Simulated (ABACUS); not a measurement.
**Hf under changes of volume**

One of the cells (22.380 Å³/atom); the others are scaled copies at fixed shape and fractional positions:

```
Hf
1.0
     3.19670    0.00000    0.00000
    -1.59835    2.76842    0.00000
     0.00000    0.00000    5.05780
Hf
2
Direct
  0.66667 0.33333 0.75000
  0.33333 0.66667 0.25000
```

```yaml
Program: ABACUS 3.10.1
Functional: PBE
Potentials_or_basis: PseudoDojo NC SR 0.4.1 PBE standard
Cutoff: 789 eV
Density_cutoff: 3157 eV
Basis: plane waves
k_mesh: 10 × 10 × 5
Occupations: fermi-dirac, width 0.05 eV
Spin: no spin polarisation
```

```csv
volume (Å³/atom),energy over the lowest point (meV/atom),pressure (GPa)
21.037,35.39,8.3
21.485,16.41,5.5
21.933,4.82,3.0
22.380,0.00,0.6
22.828,?,?
23.276,8.44,-3.4
23.723,20.64,-5.2
```

What does the run at 22.828 Å³/atom give?

Energy over the lowest point 1.39 meV/atom; pressure -1.5 GPa.

Worked out: A Birch-Murnaghan fit of order 3 (a polynomial in V^(-2/3)) to the other rows has its minimum at 22.50 Å³/atom with B0 = V·E''(V) = 109 GPa and B' = 3.4 at fixed shape and positions, which overstates the stiffness. It gives 1.38 meV/atom at 22.828 Å³/atom, against the run's 1.39, and -dE/dV = -1.5 GPa, against -1.5.

Energies are extrapolated to zero smearing.
